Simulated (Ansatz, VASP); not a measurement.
## Two plane-wave programs on CdF2

```
CELL_PARAMETERS angstrom
0.00000 2.64879 2.64879
2.64879 0.00000 2.64879
2.64879 2.64879 0.00000
ATOMIC_POSITIONS crystal
Cd 0.00000 0.00000 0.00000
F 0.25000 0.25000 0.25000
F 0.75000 0.75000 0.75000
```

Alike in both runs: functional LDA; k mesh 8 × 8 × 8; occupations gaussian, width 0.02 eV; no spin polarisation.

Ansatz relaxed the structure, and its values are those at the end. VASP's run is a single point on that final structure, the one shown.

```csv
,VASP,Ansatz
version,VASP 6.6.1,Ansatz 0.2.0
potentials or method,"VASP PAW LDA potentials, release 64 (Cd, F)","scalar-relativistic, plane waves, PAW"
plane-wave cutoff (eV),520,420
valence electrons in the cell,26,34
```

Ansatz gave:

* gap on the k mesh at the Fermi level (eV): 2.99
* least direct gap on the mesh (eV): 3.40
* pressure (GPa): 0.0

Which values does VASP return?

gap on the k mesh at the Fermi level (eV): 2.97; least direct gap on the mesh (eV): 3.39; pressure (GPa): 1.3.

The two sets of potentials don't hold the same shells in valence.

A k mesh can miss the band edges.
